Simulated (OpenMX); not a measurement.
The system is Ni.

```
Ni
1.0
     0.00000    1.73757    1.73757
     1.73757    0.00000    1.73757
     1.73757    1.73757    0.00000
Ni
1
Direct
  0.00000 0.00000 0.00000
```

Alike in all runs: program OpenMX 3.8.5; functional PBE; potentials or basis OpenMX 2013 PBE set, Ni6.0H-s3p2d2, grid cutoff 500 Ry; k mesh 9 × 9 × 9; occupations fermi-dirac, width 0.05 eV.

The same cell was started in several ways:

```csv
start,free energy over the lowest (meV/atom),net moment (μB),site or absolute moments (μB),gap
"collinear spin, zero start",39.3,0.00,-,none (metal or under the smearing width)
"collinear spin, ferromagnetic start of up to 1 μB",0.0,0.50,Ni +0.50,none (metal or under the smearing width)
"collinear spin, ferromagnetic start of up to 2.5 μB",0.0,0.50,Ni +0.50,none (metal or under the smearing width)
```

The spin-polarised runs without a constraint all converged, yet they end up to 39 meV/atom apart: a converged run can sit in a state that isn't the lowest. A still lower state may exist.

Caveats: the cell is far from rest, so the order of the states can change on relaxing; the basis of atomic orbitals isn't converged, which shifts pressures, moduli and gaps.
